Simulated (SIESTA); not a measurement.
# Ni under changes of volume

One of the cells (10.702 Å³/atom); the others are scaled copies at fixed shape and fractional positions:

```
Ni
1.0
     0.00000    1.74908    1.74908
     1.74908    0.00000    1.74908
     1.74908    1.74908    0.00000
Ni
1
Direct
  0.00000 0.00000 0.00000
```

* Program: SIESTA 5.4.2
* Functional: PBE
* Potentials or basis: PseudoDojo 0.4 standard (PBE files)
* Basis: DZP (energy shift 0.003 Ry; two zetas on semicore shells)
* Grid cutoff: 800 Ry
* Energy shift: 0.003 Ry
* k mesh: 13 × 13 × 13
* Occupations: fermi-dirac, width 0.05 eV
* Spin: collinear spin, ferromagnetic start
* Starting moments: [1.0] μB

| volume (Å³/atom) | energy over the lowest point (meV/atom) | pressure (GPa) |
| --- | --- | --- |
| 9.862 | ? | ? |
| 10.072 | 40.65 | 17.3 |
| 10.282 | 21.69 | 12.7 |
| 10.702 | 0.67 | 3.2 |
| 10.912 | 0.00 | -1.7 |
| 11.122 | 5.21 | -5.3 |

Question: What does the run at 9.862 Å³/atom give?

Answer: Energy over the lowest point 68.20 meV/atom; pressure 25.3 GPa.

Worked out: A Birch-Murnaghan fit of order 3 (a polynomial in V^(-2/3)) to the other rows has its minimum at 10.84 Å³/atom with B0 = V·E''(V) = 254 GPa (rough, since the energies scatter). It gives 64.87 meV/atom at 9.862 Å³/atom, against the run's 68.20, and -dE/dV = 20.2 GPa, against 25.3.

Energies are extrapolated to zero smearing.

Caveats: short orbitals over semicore shells can move pressures by several GPa; the basis of atomic orbitals isn't converged, which shifts pressures, moduli and gaps.
